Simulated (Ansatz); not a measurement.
## NaCl (Fm-3m), two-dimensional strain map

The calculation used Ansatz, DFT PBE, scalar-relativistic, plane waves, PAW. Cutoff 420 eV, Γ-centred 8×8×8 k-points, Gaussian smearing of 0.05 eV. No spin polarisation. Energies are free energies at this smearing, counted from the undisturbed cell; pressure is positive in compression.

The starting cell (as given, not relaxed at this level; it stands at 0.4 GPa):

```xyz
2
Lattice="0.0000 2.8317 2.8317 2.8317 0.0000 2.8317 2.8317 2.8317 0.0000" Properties=species:S:1:pos:R:3 pbc="T T T"
Na    0.0000    0.0000    0.0000
Cl    2.8317    2.8317    2.8317
```

The cell is strained by p along both x and y and by q along z, fractional coordinates fixed. Points are written (p, q).

Energy above the undisturbed cell in meV/atom (a dash: not computed):

```csv
p \ q,-0.080,-0.040,0.000,0.040,0.080
-0.080,153.9,111.8,90.7,?,82.9
-0.040,72.7,37.0,21.8,19.1,23.8
0.000,38.7,9.4,0.0,2.5,11.8
0.040,34.4,?,?,15.3,?
0.080,48.1,30.9,32.7,45.6,64.4
```

(1) Fill in the withheld energies.

## Answers

(1) (-0.080, 0.040): 82.9; (0.040, -0.040): 11.3; (0.040, 0.000): 7.6; (0.040, 0.080): 29.3.